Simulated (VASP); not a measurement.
# Sc (P6_3/mmc) in VASP: further runs

Runs on Sc. Level: PBEsol+D3(BJ). Tasks: relaxation of cell and atoms, electrostatic potential.

All numbers are computed with VASP 6.6.1; they aren't measurements. Logs are shortened: lines on timing, memory, paths and dates and some standing lists are left out, and cuts for length are marked.

### Step 1. The crystal as given

The structure is hexagonal, space group P6_3/mmc (No. 194). The conventional cell has a = 3.270 Å, b = 3.270 Å, c = 5.090 Å, α = 90.00°, β = 90.00°, γ = 120.00°. Around Sc (site symmetry -6m2) lie 12 Sc at 3.17 to 3.27 Å.

The cell was built by a generator and needn't be a form met in nature.

### Step 2. Relaxation of cell and atoms, PBEsol+D3(BJ)

The input, INCAR:

```
SYSTEM = Sc
ALGO = Normal
EDIFF = 1E-6
EDIFFG = -0.005
ENCUT = 600
GGA = PS
IBRION = 2
ISIF = 3
ISMEAR = 1
IVDW = 12
LASPH = .TRUE.
LCHARG = .FALSE.
LREAL = .FALSE.
LWAVE = .FALSE.
NELM = 120
NSW = 60
PREC = Accurate
SIGMA = 0.1
```

The input, KPOINTS:

```
k-points
0
G
  14 14 8
  0 0 0
```

The input, POSCAR:

```
Sc
1.0
    3.2700000000      0.0000000000      0.0000000000
   -1.6350000000      2.8319030700      0.0000000000
    0.0000000000      0.0000000000      5.0900000000
Sc
2
Direct
    0.3333333300      0.6666666700      0.2500000000
    0.6666666700      0.3333333300      0.7500000000
```

Potentials or basis: VASP PAW PBE potentials, release 64 (Sc_sv).

Launch:

```
cat potpaw_PBE.64/Sc_sv/POTCAR > POTCAR
mpirun -np 1 vasp_std > vasp.out
```

OUTCAR:

```text
SYSTEM = Sc
   EDIFF = 1E-6
   EDIFFG = -0.005
   ENCUT = 600
   GGA = PS
   IBRION = 2
   ISIF = 3
   ISMEAR = 1
   IVDW = 12
   LASPH = .TRUE.
   LREAL = .FALSE.
   NELM = 120
   NSW = 60
   PREC = Accurate
 IVDW          = 12

 ion  position               nearest neighbor table
   1  0.333  0.667  0.250-   2 3.17   2 3.17   2 3.17   2 3.17   2 3.17   2 3.17
   2  0.667  0.333  0.750-   1 3.17   1 3.17   1 3.17   1 3.17   1 3.17   1 3.17

  LATTYP: Found a hexagonal cell.
 ALAT       =     3.2700000000
 C/A-ratio  =     1.5565749235

  Lattice vectors:

 A1 = (   3.2700000000,   0.0000000000,   0.0000000000)
 A2 = (  -1.6350000000,   2.8319030700,   0.0000000000)
 A3 = (   0.0000000000,   0.0000000000,   5.0900000000)

Analysis of symmetry for initial positions (statically):
=====================================================================
 Subroutine PRICEL returns:
 Original cell was already a primitive cell.

 Routine SETGRP: Setting up the symmetry group for a
 hexagonal supercell.

 Subroutine GETGRP returns: Found 24 space group operations
 (whereof 12 operations were pure point group operations)
 out of a pool of 24 trial point group operations.

The static configuration has the point symmetry D_3d.
 The point group associated with its full space group is D_6h.

Analysis of symmetry for dynamics (positions and initial velocities):
=====================================================================
 Subroutine PRICEL returns:
 Original cell was already a primitive cell.

 Routine SETGRP: Setting up the symmetry group for a
 hexagonal supercell.

 Subroutine GETGRP returns: Found 24 space group operations
 (whereof 12 operations were pure point group operations)
 out of a pool of 24 trial point group operations.

The dynamic configuration has the point symmetry D_3d.
 The point group associated with its full space group is D_6h.

 Subroutine INISYM returns: Found 24 space group operations
 (whereof 12 operations are pure point group operations),
 and found     1 'primitive' translations

----------------------------------------------------------------------------------------

                                     Primitive cell

  volume of cell :      47.1350

  direct lattice vectors                    reciprocal lattice vectors
     3.270000000  0.000000000  0.000000000     0.305810398  0.176559715  0.000000000
    -1.635000000  2.831903070  0.000000000     0.000000000  0.353119431  0.000000000
     0.000000000  0.000000000  5.090000000     0.000000000  0.000000000  0.196463654

  length of vectors
     3.270000000  3.270000000  5.090000000     0.353119431  0.353119431  0.196463654

  position of ions in fractional coordinates (direct lattice)
     0.333333330  0.666666670  0.250000000
     0.666666670  0.333333330  0.750000000

  ion indices of the primitive-cell ions
   primitive index   ion index
                 1           1
                 2           2

----------------------------------------------------------------------------------------

 KPOINTS: k-points

Automatic generation of k-mesh.
 Grid dimensions read from file:
 generate k-points for:   14   14    8

 Generating k-lattice:

  Cartesian coordinates                     Fractional coordinates (reciprocal lattice)
     0.021843600  0.012611408  0.000000000     0.071428571  0.000000000  0.000000000
     0.000000000  0.025222816  0.000000000     0.000000000  0.071428571  0.000000000
     0.000000000  0.000000000  0.024557957     0.000000000  0.000000000  0.125000000

  Length of vectors
     0.025222816  0.025222816  0.024557957

  Shift w.r.t. Gamma in fractional coordinates (k-lattice)
     0.000000000  0.000000000  0.000000000

 Subroutine IBZKPT returns following result:
 ===========================================

 Found    120 irreducible k-points:

 Following reciprocal coordinates:
            Coordinates               Weight
  0.000000  0.000000  0.000000      1.000000
  0.071429  0.000000  0.000000      6.000000
  0.142857  0.000000  0.000000      6.000000
  0.214286  0.000000  0.000000      6.000000
  0.285714 -0.000000  0.000000      6.000000
  0.357143  0.000000  0.000000      6.000000
[... 16 lines left out ...]
  0.285714  0.285714  0.000000      6.000000
  0.357143  0.285714  0.000000      6.000000
 [... further k-points ...]
   k-points           NKPTS =    120   k-points in BZ     NKDIM =    120   number of bands    NBANDS=     15
   number of dos      NEDOS =    301   number of ions     NIONS =      2
   total plane-waves  NPLWV =  32928
   dimension x,y,z NGX =    28 NGY =   28 NGZ =   42
   dimension x,y,z NGXF=    56 NGYF=   56 NGZF=   84
   ions per type =               2
   NGX,Y,Z   is equivalent  to a cutoff of  14.24, 14.24, 13.72 a.u.
   NGXF,Y,Z  is equivalent  to a cutoff of  28.47, 28.47, 27.44 a.u.
 SYSTEM =  Sc
   PREC   = accura    normal or accurate (medium, high low for compatibility)
   ISTART =      0    job   : 0-new  1-cont  2-samecut
   ICHARG =      2    charge: 1-file 2-atom 10-const
   ISPIN  =      1    spin polarized calculation?
   LNONCOLLINEAR =      F non collinear calculations
   LSORBIT =      F    spin-orbit coupling
   LASPH  =      T    aspherical Exc in radial PAW
   ENCUT  =  600.0 eV  44.10 Ry    6.64 a.u.   6.53  6.53 10.17*2*pi/ulx,y,z
   NELM   =    120;   NELMIN=  2; NELMDL= -5     # of ELM steps
   EDIFF  = 0.1E-05   stopping-criterion for ELM
   LREAL  =      F    real-space projection
   EDIFFG = -.5E-02   stopping-criterion for IOM
   NSW    =     60    number of steps for IOM
   IBRION =      2    ionic relax: 0-MD 1-quasi-New 2-CG
   NFREE  =      1    steps in history (QN), initial steepest desc. (CG)
   ISIF   =      3    stress and relaxation
   ISYM   =      2    0-nonsym 1-usesym 2-fastsym
   POTIM  = 0.5000    time-step for ionic-motion
   TEBEG  =    0.0;   TEEND  =   0.0 temperature during run
   PSTRESS=    0.0 pullay stress
   NELECT =      22.0000    total number of electrons
   NUPDOWN=      -1.0000    fix difference up-down
   EMIN   =  10.00;   EMAX   =-10.00  energy-range for DOS
   EFERMI =   0.00;   METHOD = LEGACY
   ISMEAR =     1;   SIGMA  =   0.10  broadening in eV -4-tet -1-fermi 0-gaus
   EFERMI_NEDOS =   21; number of points for ismear=-14 and -15
   IALGO  =     38    algorithm
   IMIX   =      4    mixing-type and parameters
     AMIX     =   0.40;   BMIX     =  1.00
     AMIX_MAG =   1.60;   BMIX_MAG =  1.00
  volume/ion in A,a.u.               =      23.57       159.04
  Fermi-wavevector in a.u.,A,eV,Ry     =   1.269895  2.399753 21.941202  1.612633
  Thomas-Fermi vector in A             =   2.402911
   LORBIT       =      0    0 simple, 1 ext, 2 COOP (PROOUT), +10 PAW based schemes
   GGA     = PS    functional components
   LHFCALC =     F    Hartree Fock is set to
   AEXX    =    0.0000 exact exchange contribution
   IVDW    =    12    specifies the selected vdW correction
   LEPSILON=     F    determine dielectric tensor
   LRPA    =     F    only Hartree local field effects (RPA)
 conjugate gradient relaxation of ions
 non-spin polarized calculation
 Methfessel and Paxton  Order N= 1 SIGMA  =   0.10
  energy-cutoff  :      600.00
  volume of cell :       47.14
 maximum number of plane-waves:      1616
 NGX is ok and might be reduce to    28
   NGX = 13   NGY = 13   NGZ = 21

--------------------------------------- Ionic step        1  -------------------------------------------

 number of electron      21.9999999 magnetization

 Free energy of the ion-electron system (eV)
  ---------------------------------------------------
  ext. energy  EPLUGINS =         0.00000000
  ---------------------------------------------------
  free energy    TOTEN  =       -13.21213419 eV

  energy without entropy =      -13.21386309  energy(sigma->0) =      -13.21271049

------------------------ aborting loop because EDIFF is reached ----------------------------------------

 Edisp (eV)   -0.83493

 E8    (eV) :    -0.5935

  FORCE on cell =-STRESS in cart. coord.  units (eV):
  Direction    XX          YY          ZZ          XY          YZ          ZX
  --------------------------------------------------------------------------------------
  -------------------------------------------------------------------------------------
  Total      -0.77327    -0.77327    -0.89513    -0.00000    -0.00000     0.00000
  in kB     -26.28422   -26.28422   -30.42672    -0.00000    -0.00000     0.00000
  external pressure =      -27.67 kB  Pullay stress =        0.00 kB
[... 141 lines left out ...]
  energy  without entropy=      -14.0694083179  energy(sigma->0) =      -14.06794259

--------------------------------------- Ionic step        5  -------------------------------------------

 number of electron      22.0000004 magnetization

 Free energy of the ion-electron system (eV)
  ---------------------------------------------------
  ext. energy  EPLUGINS =         0.00000000
  ---------------------------------------------------
  free energy    TOTEN  =       -13.18944042 eV

  energy without entropy =      -13.19158701  energy(sigma->0) =      -13.19015595

 E-fermi :   4.1319     XC(G=0): -10.3782

 val. band max:        4.1252173078   @ k =   0.2143   0.0000   0.1250
 cond. band min:       4.1439639612   @ k =   0.2143   0.1429   0.3750
 fundamental gap:      0.0187466534
 Fermi energy:         4.1318935512

 k-point     1 :       0.0000    0.0000    0.0000
  band No.  band energies     occupation
      1     -44.8336      2.00000
      2     -44.7228      2.00000
      3     -23.8525      2.00000
      4     -23.3750      2.00000
      5     -23.3750      2.00000
      6     -23.2812      2.00000
      7     -23.2812      2.00000
      8     -23.2404      2.00000
      9      -1.1664      2.00000
     10       2.3644      2.00000
     11       5.0516     -0.00000
     12       5.8215     -0.00000
     13       5.8215     -0.00000
     14       6.1738      0.00000
     15       6.3495      0.00000
[... 397 lines left out ...]
 k-point    24 :       0.3571    0.2857    0.0000
  band No.  band energies     occupation
      1     -44.7292      2.00000
      2     -44.7202      2.00000
      3     -23.6782      2.00000
      4     -23.5768      2.00000
      5     -23.5744      2.00000
      6     -23.5160      2.00000
      7     -23.4668      2.00000
      8     -23.4583      2.00000
      9       3.2458      2.00000
     10       3.4509      2.00000
     11       3.4803      2.00000
     12       3.5227      2.00000
     13       5.2152     -0.00000
     14       5.3011     -0.00000
     15       6.4495      0.00000

 [... further k-points ...]

------------------------ aborting loop because EDIFF is reached ----------------------------------------

 Edisp (eV)   -0.87779

 E8    (eV) :    -0.6241

  FORCE on cell =-STRESS in cart. coord.  units (eV):
  Direction    XX          YY          ZZ          XY          YZ          ZX
  --------------------------------------------------------------------------------------
  -------------------------------------------------------------------------------------
  Total      -0.00022    -0.00022     0.00348     0.00000     0.00000     0.00000
  in kB      -0.00781    -0.00781     0.12401     0.00000     0.00000     0.00000
  external pressure =        0.04 kB  Pullay stress =        0.00 kB
[... 17 lines left out ...]
  FREE ENERGIE OF THE ION-ELECTRON SYSTEM (eV)
  ---------------------------------------------------
  free  energy   TOTEN  =       -14.0672333715 eV

  energy  without entropy=      -14.0693799592  energy(sigma->0) =      -14.06794890

 reached required accuracy - stopping structural energy minimisation
```

Wall time 2.4 min (1 thread of Intel Xeon Platinum 8488C (Sapphire Rapids), shared host); peak memory 0.26 GiB.

What came out:

```
Free energy                            : -14.0672 eV
Relaxed volume                         : 22.45 Å³/atom
Relaxed cell                           : a = 3.225 Å, b = 3.225 Å, c = 4.985 Å, α = 90.00°, β = 90.00°, γ = 120.00°
Space group after relaxing (to 0.05 Å) : P6_3/mmc (No. 194)
Energy gained by relaxing              : 10.1 meV/atom
Ionic steps                            : 5
Pressure after relaxing                : 0.0 GPa
Band gap on the k mesh                 : none (metal or under the smearing width)
Dispersion energy per atom             : -0.439 eV
```

The path:
```tsv
step	energy change (eV)	largest force (eV/Å)	pressure (GPa)	volume (Å³)
1	0.0000	0.0000	-2.77	47.14
2	-0.0190	0.0000	0.70	44.41
3	-0.0200	0.0000	0.01	44.90
4	-0.0201	0.0000	0.01	44.90
5	-0.0202	0.0000	0.00	44.90
```

Final structure:
```yaml
crystal:
  lattice:
    - [3.22493, 0.00000, 0.00000]
    - [-1.61246, 2.79287, 0.00000]
    - [0.00000, 0.00000, 4.98518]
  atoms:
    - { symbol: Sc, position: [0.33333, 0.66667, 0.25000] }
    - { symbol: Sc, position: [0.66667, 0.33333, 0.75000] }
```

Caveat: the PAW data sets were made with another functional, which shifts forces and pressure a little; pairwise dispersion overbinds metals, which lowers pressure and volume.

### Step 3. Electrostatic potential, PBEsol+D3(BJ)

This run uses another cell than the first one, of 22.45 Å³/atom, 0.953 times its volume.

The input, INCAR:

```
  ALGO = Normal
  EDIFF = 1E-6
  ENCUT = 520
  GGA = PS
  ISIF = 2
  ISMEAR = 1
  IVDW = 12
  LASPH = T
  LCHARG = T
  LREAL = F
  LVHAR = T
  LWAVE = F
  NELM = 80
  PREC = Accurate
  SIGMA = 0.1
```

The input, KPOINTS:

```
k-points
0
Gamma
  14 14 8
```

The input, POSCAR:

```
Sc                                      
1.0
    3.2249265273      0.0000000000      0.0000000000
   -1.6124632637      2.7928682977      0.0000000000
   -0.0000000000     -0.0000000000      4.9851788761
  Sc            
     2
Direct
     0.3333333300000021    0.6666666699999979    0.2500000000000000
     0.6666666699999979    0.3333333300000021    0.7500000000000000
```

Potentials or basis: VASP PAW PBE potentials, release 64 (Sc_sv).

Launch:

```
cat potpaw_PBE.64/Sc_sv/POTCAR > POTCAR
mpirun -np 1 vasp_std > vasp.out
```

It took 31 s on 1 thread of Intel Xeon Platinum 8488C (Sapphire Rapids), shared host; peak memory 0.21 GiB.

The run converged. Its results:

```
Free energy                : -14.0660 eV
Pressure                   : -0.1 GPa
Band gap on the k mesh     : none (metal or under the smearing width)
Dispersion energy per atom : -0.439 eV
```

Levels at points of the mesh, in eV from the Fermi level:
```csv
k point,band 8,band 9,band 10,band 11,band 12,band 13,band 14,band 15
"(0.00, 0.00, 0.00)",-27.37,-5.30,-1.77,0.92,1.69,1.69,2.04,2.22
"(0.50, 0.00, 0.00)",-27.46,-1.67,-1.19,-0.80,-0.29,1.38,1.46,2.08
"(0.00, 0.00, 0.50)",-27.46,-3.62,-3.62,1.07,1.07,1.58,1.58,1.58
"(0.50, 0.00, 0.50)",-27.52,-1.61,-1.61,0.10,0.10,1.48,1.48,2.57
```

Caveat: the PAW data sets were made with another functional, which shifts forces and pressure a little; pairwise dispersion overbinds metals, which lowers pressure and volume.
